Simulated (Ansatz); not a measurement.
# AgCl: a trigonal deformation path

One table from this session's results is given with a row withheld; the runs are named, their logs left out.

Computed with Ansatz 0.2.0 (DFT r2SCAN, scalar-relativistic, plane waves, PAW, unless a step's input says otherwise).

### The system as given

It takes space group Pm-3m (No. 221, cubic). Conventional cell: a = 3.434 Å, b = 3.434 Å, c = 3.434 Å, α = 90.00°, β = 90.00°, γ = 90.00°. Ag (site symmetry m-3m) has 8 Cl at 2.97 Å as nearest neighbours. Cl (site symmetry m-3m) has 8 Ag at 2.97 Å as nearest neighbours.

As a file:

```
Ag Cl
1.0
     3.43397    0.00000    0.00000
     0.00000    3.43397    0.00000
     0.00000    0.00000    3.43397
Ag Cl
1 1
Direct
  0.00000 0.00000 0.00000
  0.50000 0.50000 0.50000
```

The structure comes from the Materials Project (structure only).

Set-up of the first run:

input.yaml reads:

```yaml
crystal:
  lattice:
    - [3.433973, 0.0, 0.0]
    - [0.0, 3.433973, 0.0]
    - [0.0, 0.0, 3.433973]
  atoms:
    - { symbol: Ag, position: [0.0, 0.0, 0.0] }
    - { symbol: Cl, position: [0.5, 0.5, 0.5] }
basis:
  ecutwfc: 500
kpoints:
  mp_grid: { grid: [6, 6, 6] }
hamiltonian:
  xc: r2scan
scf:
  occupations: { method: gaussian, width: 0.1 }
output:
  forces: true
  stress: true
  eigenvalues: true
```

Among the steps run: A first look at the start; Zero of the scan; ρ = 0.500; ρ = 2.000; Point ρ = 0.710; Point ρ = 1.410; At ρ = 0.600; Point ρ = 0.850; At ρ = 1.200; Point ρ = 1.700; ρ = 0.930; At ρ = 1.080.

One table of the session follows, with a row left open; its other results are not shown here.

It belongs to the step «The scan collected». The scan, with free energies counted from the undisturbed cell:

```
    ρ  ΔE (meV/atom)  pressure (GPa)  gap on the mesh (eV)
0.500         2255.9            67.1                  3.31
0.600          461.9            22.8                  2.27
0.710              ?               ?                     ?
0.850          -18.9            -0.7                  1.03
0.930           -4.8            -1.6                  1.08
1.000            0.0            -1.8                  1.21
1.080           -5.7            -1.6                  1.09
1.200          -28.7            -1.0                  1.06
1.410          -74.8             0.4                  1.18
1.700         -109.0             2.3                  1.34
2.000         -117.1             3.0                  1.48
```

Q: Estimate the row for ρ = 0.710 from the others.

Worked estimate for «ΔE (meV/atom)». A straight line through the neighbours (0.600, 461.9) and (0.850, -18.9) gives 461.9 + (-18.9 − 461.9) × (0.710 − 0.600) / (0.850 − 0.600) = 250.3; a parabola fitted to 4 rows on both sides gives -194.5.

As computed: ΔE (meV/atom): 19.3; pressure (GPa): 5.6; gap on the mesh (eV): 1.33. In «ΔE (meV/atom)» the line misses by +231.0 and the parabola by -213.8. Between these rows the values bend or scatter more than so simple an estimate can follow.
